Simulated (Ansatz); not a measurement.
Computed properties of KI

```
K I
1.0
     0.00000    3.99456    3.99456
     3.99456    0.00000    3.99456
     3.99456    3.99456    0.00000
K I
1 1
Cartesian
  0.0000 0.0000 0.0000
  1.9973 1.9973 1.9973
```

Atom numbers follow the list: K1, I2.

The conventional cell has a = 7.989 Å, b = 7.989 Å, c = 7.989 Å, α = 90.00°, β = 90.00°, γ = 90.00°. Around K (atom 1) lie 4 I at 3.46 Å. Around I (atom 2) lie 4 K at 3.46 Å.

The structure comes from a relaxation in the same program, started in the zincblende type, and has space group F-43m. Whether it is a known phase or the ground state wasn't checked.

Spin–orbit coupling is left out, though it moves levels of the heavy atoms by tenths of an eV or more.

Methods: DFT, PBE, all-electron LAPW, scalar-relativistic (Ansatz 0.2.0); DFT, PBE, PAW with Ansatz's default frozen-core files, scalar-relativistic (Ansatz 0.2.0).

For LAPW: a Γ-centred 9×9×9 k mesh, Fermi–Dirac smearing of 0.03 eV, basis error target 0.5 meV/atom, no spin polarisation. PAW takes a cutoff of 420 eV at this cell. The Ansatz runs share mesh, smearing and spin set-up. Values come from LAPW unless marked.

```yaml
Band_gap: 3.90 eV, direct at Γ
Löwdin_charges_with_0.05_e_of_the_cell_spilling_out_of_the_atomic_basis_so_their_sizes_and_signs_hang_on_that_basis: K1 0.73, I2 -0.69 e
Bader_charges_from_the_PAW_run: K1 +0.83, I2 -0.83 e
Volume_per_atom: 430.1 bohr³
Pressure_at_this_cell: 0.01 GPa
```
